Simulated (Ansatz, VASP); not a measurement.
Ir in VASP and in Ansatz

```
Ir
1.0
     0.00000    1.92190    1.92190
     1.92190    0.00000    1.92190
     1.92190    1.92190    0.00000
Ir
1
Direct
  0.00000 0.00000 0.00000
```

Alike in both runs: functional r2SCAN; k mesh 15 × 15 × 15; occupations gaussian, width 0.0272 eV; no spin polarisation.

Ansatz relaxed the structure, and its values are those at the end. VASP's run is a single point on that final structure, the one shown.

|  | VASP | Ansatz |
| --- | --- | --- |
| version | VASP 6.6.1 | Ansatz 0.2.0 |
| potentials or method | VASP PAW PBE potentials, release 64 (Ir) | PAW plane waves |
| plane-wave cutoff (eV) | 520 | 500 |
| valence electrons in the cell | 9 | 17 |

|  | VASP | Ansatz | Ansatz less VASP |
| --- | --- | --- | --- |
| pressure (GPa) | 2.5 | 0.0 | -2.49 |

The two sets of potentials don't hold the same shells in valence.

Caveats: the PAW data sets were made with another functional, which shifts forces and pressure a little (VASP). The runs have no spin-orbit coupling, so splittings on Ir are missing.
